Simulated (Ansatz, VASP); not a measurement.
**Two plane-wave programs on Rb2H3**

```xyz
5
Lattice="7.1618 0.0000 0.0000 -3.5809 6.2023 0.0000 0.0000 0.0000 4.0092" Properties=species:S:1:pos:R:3 pbc="T T T"
Rb    0.0000    4.1348    2.0046
Rb    3.5809    2.0674    2.0046
H     3.5809    0.0000    0.0000
H    -1.7904    3.1011    0.0000
H     1.7904    3.1011    0.0000
```

Alike in both runs: functional PBE; k mesh 6 × 6 × 10; occupations gaussian, width 0.1 eV; no spin polarisation.

Ansatz relaxed the structure, and its values are those at the end. VASP's run is a single point on that final structure, the one shown.

|  | VASP | Ansatz |
| --- | --- | --- |
| version | VASP 6.6.1 | Ansatz 0.2.0 |
| potentials or method | VASP PAW PBE potentials, release 64 (Rb_sv, H) | scalar-relativistic, plane waves, PAW |
| plane-wave cutoff (eV) | 520 | 420 |
| valence electrons in the cell | 21 | 21 |

```csv
,VASP,Ansatz,Ansatz less VASP
gap on the k mesh at the Fermi level (eV),none,none,-
pressure (GPa),0.0,0.0,+0.01
```

A gap of «none» marks a metal or a gap that the smearing closes.
